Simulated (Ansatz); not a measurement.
Pb: band structure with PBEsol

Crystal: Pb.

```
Pb
1.0
     0.00000    2.47502    2.47502
     2.47502    0.00000    2.47502
     2.47502    2.47502    0.00000
Pb
1
Direct
  0.00000 0.00000 0.00000
```

| Property | Result |
| --- | --- |
| Program | Ansatz 0.2.0 |
| Task | band structure |
| Functional | PBEsol |
| Potentials or basis | all-electron LAPW, relativistic spinors |
| Cutoff | 154 eV (chosen from the basis error) |
| Basis error allowed | 0.001 eV/atom |
| k mesh | 7 × 7 × 7 |
| Occupations | fermi-dirac, width 0.05 eV |
| Spin | spin-orbit coupling, no magnetisation |

| Item | Value |
| --- | --- |
| Pressure | -0.1 GPa |
| Band gap along the path | none (metal or under the smearing width) |

Levels at the corners of the path, in eV from the Fermi level:
```
point  band 34  band 35  band 36  band 37  band 38  band 39
    Γ   -11.52     5.19     5.19     8.52     8.52     8.52
    X    -6.44    -3.29    -3.29     1.55     1.55     2.82
    W    -6.33    -1.97    -1.97    -0.76    -0.76     0.56
    K    -6.52    -2.45    -2.45    -0.96    -0.96     3.14
    Γ   -11.52     5.19     5.19     8.52     8.52     8.52
    L    -7.85    -4.16    -4.16     4.66     4.66     6.58
    U    -6.52    -2.45    -2.45    -0.96    -0.96     3.14
    W    -6.33    -1.97    -1.97    -0.76    -0.76     0.56
```

Wall time 27 s on 1 thread of Arm Neoverse V2, with other jobs on the host, peak memory 0.36 GiB.

Caveat: the k mesh is thin for a metal, which can move the energy by tens of meV per atom.
